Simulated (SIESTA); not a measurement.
The system is MoP.

```xyz
2
Lattice="3.2230 0.0000 0.0000 -1.6115 2.7912 0.0000 0.0000 0.0000 3.1910" Properties=species:S:1:pos:R:3 pbc="T T T"
Mo    0.0000    0.0000    0.0000
P     0.0000    1.8608    1.5955
```

Program: SIESTA 5.4.2. Alike in all runs: task band structure; no spin polarisation; cell as given; k mesh 10 × 10 × 8; smearing fermi-dirac 0.05 eV; grid cutoff 800 Ry; energy shift 0.003 Ry.

Task: Order these runs on this cell by their pressure, lowest first.
A. level BLYP; potentials or basis PseudoDojo 0.4 standard (PBE files), DZP (energy shift 0.003 Ry; two zetas on semicore shells)
B. level AM05; potentials or basis PseudoDojo 0.4 standard (PBEsol files), DZP (energy shift 0.003 Ry; two zetas on semicore shells)
C. level vdW-DF-cx; potentials or basis PseudoDojo 0.4 standard (PBE files), DZP (energy shift 0.003 Ry; two zetas on semicore shells)

Result: B (-2.6 GPa), C (1.9 GPa), A (16.7 GPa).

Caveats: the potentials were made for another functional, which shifts forces and pressure; the basis of atomic orbitals isn't converged, which shifts pressures, moduli and gaps.
